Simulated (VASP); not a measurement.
Wanted: the native input for a VASP 6.6.1 run.

- Task: band structure
- Functional: PBEsol
- Potentials or basis: VASP PAW PBE potentials, release 64 (Zn, H)
- Cutoff: 520 eV
- k mesh: 10 × 10 × 10
- Occupations: fermi-dirac, width 0.05 eV
- Spin: no spin polarisation
- Further INCAR settings: ALGO = Normal; EDIFF = 1e-06; NBANDS = 14

The structure of ZnH lies in POSCAR:

```
ZnH
1.0
    0.0000000000      2.2159400000      2.2159400000
    2.2159400000      0.0000000000      2.2159400000
    2.2159400000      2.2159400000      0.0000000000
Zn H
1 1
Direct
    0.0000000000      0.0000000000      0.0000000000
    0.2500000000      0.2500000000      0.2500000000
```

The cell was built by a generator and needn't be a form met in nature.

One way to write it, as run:

INCAR

```
SYSTEM = ZnH
  PREC = Accurate
  ENCUT = 520
  EDIFF = 1E-6
  ISMEAR = -1
  SIGMA = 0.05
  LREAL = .FALSE.
  LASPH = .TRUE.
  NELM = 100
  ALGO = Normal
  ISIF = 2
  LWAVE = .FALSE.
  LCHARG = .FALSE.
  GGA = PS
  NBANDS = 14
```

KPOINTS

```
regular mesh
0
G
  10 10 10
  0 0 0
```

KPOINTS_OPT

```
path GXWKGLUWLK,UX
20
line-mode
reciprocal
 0.0000000000  0.0000000000  0.0000000000  G
 0.5000000000  0.0000000000  0.5000000000  X

 0.5000000000  0.0000000000  0.5000000000  X
 0.5000000000  0.2500000000  0.7500000000  W

 0.5000000000  0.2500000000  0.7500000000  W
 0.3750000000  0.3750000000  0.7500000000  K

 0.3750000000  0.3750000000  0.7500000000  K
 0.0000000000  0.0000000000  0.0000000000  G

 0.0000000000  0.0000000000  0.0000000000  G
 0.5000000000  0.5000000000  0.5000000000  L

 0.5000000000  0.5000000000  0.5000000000  L
 0.6250000000  0.2500000000  0.6250000000  U

 0.6250000000  0.2500000000  0.6250000000  U
 0.5000000000  0.2500000000  0.7500000000  W

 0.5000000000  0.2500000000  0.7500000000  W
 0.5000000000  0.5000000000  0.5000000000  L

 0.5000000000  0.5000000000  0.5000000000  L
 0.3750000000  0.3750000000  0.7500000000  K

 0.6250000000  0.2500000000  0.6250000000  U
 0.5000000000  0.0000000000  0.5000000000  X
```

Potentials or basis: VASP PAW PBE potentials, release 64 (Zn, H).

Run with:

```sh
$ cat potpaw_PBE.64/Zn/POTCAR potpaw_PBE.64/H/POTCAR > POTCAR
$ mpirun -np 1 vasp_std > vasp.out
```

Results of the run:

```yaml
Pressure: -3.1 GPa
Band_gap_along_the_path: none (metal or under the smearing width)
```

Caveat: the PAW data sets were made with another functional, which shifts forces and pressure a little.

It took 10 s on 1 thread of Intel(R) Xeon(R) 6975P-C (Granite Rapids) (shared host), peak memory 0.16 GiB.
